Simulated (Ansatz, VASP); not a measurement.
**B in VASP and in Ansatz**

```
CELL_PARAMETERS angstrom
2.34611 0.00000 0.00000
0.00000 2.34611 0.00000
0.00000 0.00000 1.58579
ATOMIC_POSITIONS crystal
B 0.50000 0.50000 0.50000
```

The cell was built by a generator and needn't be a form met in nature.

Alike in both runs: task single point; functional PBE; k mesh 11 × 11 × 16; occupations fermi-dirac, width 0.05 eV; no spin polarisation.

```csv
,VASP,Ansatz
version,VASP 6.6.1,Ansatz 0.2.0
potentials or method,"VASP PAW PBE potentials, release 64 (B)",Ansatz PAW
plane-wave cutoff (eV),520,420
valence electrons in the cell,3,3
```

Ansatz gave:

- gap on the k mesh at the Fermi level (eV): none
- pressure (GPa): -0.3
- largest component of the traceless stress (GPa): 1.61

Task: What did VASP give for the same quantities?

Result: gap on the k mesh at the Fermi level (eV): none; pressure (GPa): -0.4; largest component of the traceless stress (GPa): 1.53.

A gap of «none» marks a metal or a gap that the smearing closes.
